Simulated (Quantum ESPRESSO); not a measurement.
An input for Quantum ESPRESSO 7.5 (Ge):

Contents of pw.in:

```
&CONTROL
  calculation = 'scf'
  prefix = 'pwscf'
  outdir = './tmp'
  pseudo_dir = './pseudo'
  tprnfor = .true.
  tstress = .true.
  disk_io = 'low'
/
&SYSTEM
  ibrav = 0
  nat = 1
  ntyp = 4
  ecutwfc = 70
  nbnd = 13
  input_dft = 'blyp'
  occupations = 'smearing'
  smearing = 'mv'
  degauss = 0.00999582
/
&ELECTRONS
  conv_thr = 2d-10
  electron_maxstep = 80
  mixing_beta = 0.5
/
ATOMIC_SPECIES
Ge    72.6300 32_Ge_14_2.2_2.3_pbe_n_v1.0.upf
CELL_PARAMETERS angstrom
   2.7104700000    0.0000000000    0.0000000000
   0.0000000000    2.7104700000    0.0000000000
   0.0000000000    0.0000000000    2.7104700000
ATOMIC_POSITIONS crystal
Ge     0.0000000000    0.0000000000    0.0000000000
K_POINTS automatic
10 10 10 1 1 1
```

Potentials or basis: SPMS 1.0 PBE.

Command:

```console
$ OMP_NUM_THREADS=1 pw.x -in pw.in > pw.out
```

Q: Does this run start?

A: The run stopped without a result. It printed:

pw.out:

```text
This program is part of the open-source Quantum ESPRESSO suite
     for quantum simulation of materials; please cite
         "P. Giannozzi et al., J. Phys.:Condens. Matter 21 395502 (2009);
         "P. Giannozzi et al., J. Phys.:Condens. Matter 29 465901 (2017);
         "P. Giannozzi et al., J. Chem. Phys. 152 154105 (2020);
     in publications or presentations arising from this work. More details at

 %%%%%%%%%%%%%%%%%%%%%%%%%%%%%%%%%%%%%%%%%%%%%%%%%%%%%%%%%%%%%%%%%%%%%%%%%%%%%%
     Error in routine  card_atomic_species (5010):
     cannot read atomic specie from: CELL_PARAMETERS angstrom
 %%%%%%%%%%%%%%%%%%%%%%%%%%%%%%%%%%%%%%%%%%%%%%%%%%%%%%%%%%%%%%%%%%%%%%%%%%%%%%

     stopping ...
```
